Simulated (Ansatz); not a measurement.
The reference is ZnTe in the zinc blende structure (space group F-43m, No. 216; a = 6.113 Å). Axes: x, y, z lie along the cube axes.

Level of theory: r2SCAN/PAW in Ansatz (a first-principles code), scalar-relativistic without spin-orbit coupling.

Strains are applied to the cell and any free atomic positions relax; under biaxial strain the out-of-plane vector relaxes too.

One change was made to it. Results:

```tsv
quantity	base	after
energy relative to the base (free energy F)	0 meV/atom	+6.6 meV/atom
gap character	direct at Γ	direct at Γ
```

Question: Which of these changes matches the shifts?
(A) biaxial strain −4.32 %, plane normal [111], relaxed out of plane
(B) tensor shear ε_yz = −3.68 %
(C) tensor shear ε_yz = +3.32 %
(D) strain tensor (xx, yy, zz, yz, xz, xy) = (−0.37, −3.33, +2.78, +0.36, −0.63, −0.27) %

Answer: D, strain tensor (xx, yy, zz, yz, xz, xy) = (−0.37, −3.33, +2.78, +0.36, −0.63, −0.27) %. For comparison, the energy relative to the base in the other runs: tensor shear ε_yz = −3.68 % gives +16 meV/atom; biaxial strain −4.32 %, plane normal [111], relaxed out of plane gives +39 meV/atom; tensor shear ε_yz = +3.32 % gives +13 meV/atom.

Spin-orbit coupling, missing from the scalar runs, can matter with Te. Whether these cells are dynamically stable was not tested. k-point labels follow each cell's own Brillouin zone.
